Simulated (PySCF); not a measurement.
## Isomers of C4H8: computed energies against enthalpies of formation

**The experiment to reproduce.**

CRC Handbook of Chemistry and Physics lists, for the gas at 298.15 K: enthalpy of formation of `C=C(C)C` -16.9 kJ/mol; enthalpy of formation of `C/C=C\C` -7.1 kJ/mol; enthalpy of formation of `C=CCC` (1-butene) 0.1 kJ/mol; enthalpy of formation of `C1CCC1` (cyclobutane) 27.7 kJ/mol.

The results are set against them at the end.

Differences of these values give the isomerisation enthalpies. Geometries: PBE0-D3(BJ)/def2-TZVP; runs in PySCF, gas phase, with a dispersion term only where the level names one. Total electronic energies (Eh):

| SMILES | PBE0-D3(BJ)/def2-TZVP | PBE0/pcSseg-2 |
| --- | --- | --- |
| C=C(C)C | -157.08707 | -157.08271 |
| C/C=C\C | -157.08418 | -157.08008 |
| C=CCC | -157.08065 | -157.07653 |
| C1CCC1 | -157.07745 | -157.07290 |

Geometry of `C=C(C)C` (Å):
```
atom  x, y, z in Å
C1     1.333   -0.337    0.709
C2     0.188   -0.048    0.099
C3    -1.075   -0.798    0.380
C4     0.081    1.045   -0.916
H5     2.241    0.216    0.494
H6     1.400   -1.134    1.442
H7    -1.853   -0.121    0.749
H8    -0.924   -1.585    1.119
H9    -1.468   -1.253   -0.536
H10    1.032    1.558   -1.061
H11   -0.246    0.644   -1.881
H12   -0.669    1.784   -0.616
```

Geometry of `C/C=C\C` (Å):
```
atom  x, y, z in Å
C1     1.5658   -0.4257   -0.1246
C2     0.6590    0.7532   -0.2283
C3    -0.6608    0.7766   -0.0640
C4    -1.5547   -0.3702    0.2668
H5     2.2909   -0.2858    0.6837
H6     2.1456   -0.5520   -1.0442
H7     1.0312   -1.3561    0.0660
H8     1.1479    1.6961   -0.4632
H9    -1.1589    1.7370   -0.1764
H10   -1.0361   -1.3289    0.2539
H11   -1.9980   -0.2437    1.2602
H12   -2.3873   -0.4282   -0.4404
```

Geometry of `C=CCC` (Å):
```
atom  x, y, z in Å
C1     1.918    0.433    0.384
C2     0.648    0.713    0.129
C3    -0.299   -0.176   -0.606
C4    -1.508   -0.562    0.238
H5     2.369   -0.496    0.048
H6     2.553    1.118    0.933
H7     0.233    1.654    0.489
H8    -0.647    0.341   -1.509
H9     0.229   -1.073   -0.942
H10   -1.200   -1.117    1.128
H11   -2.202   -1.187   -0.329
H12   -2.054    0.324    0.573
```

Geometry of `C1CCC1` (Å):
```
atom  x, y, z in Å
C1     0.328    0.859   -0.569
C2     1.030   -0.300    0.166
C3    -0.337   -0.684    0.766
C4    -1.007    0.117   -0.366
H5     0.363    1.780    0.018
H6     0.641    1.084   -1.589
H7     1.380   -1.059   -0.537
H8     1.844   -0.059    0.851
H9    -0.578   -1.744    0.862
H10   -0.492   -0.203    1.735
H11   -1.239   -0.522   -1.221
H12   -1.892    0.708   -0.123
```

Zero-point and thermal terms are left out, so the computed numbers are electronic energies.

## Comparison

Relative to `C=C(C)C`, the lowest by measurement, in kJ/mol (measured: enthalpies at 298.15 K; computed: electronic energies):

```tsv
SMILES	measured	PBE0-D3(BJ)/def2-TZVP	PBE0/pcSseg-2
C=C(C)C	0.0	0.0	0.0
C/C=C\C	9.8	7.6	6.9
C=CCC	17.0	16.8	16.2
C1CCC1	44.6	25.2	25.8
```

Measured values: -16.9 kJ/mol (298.15 K; CRC Handbook of Chemistry and Physics) for the first row; the others come from the same table. Mean unsigned miss over the other isomers: PBE0-D3(BJ)/def2-TZVP 7.3, PBE0/pcSseg-2 7.5 kJ/mol. One conformer stands for `C=CCC`, not necessarily the lowest, while the measurement averages over conformers. Where a level misses, the cause wasn't examined.
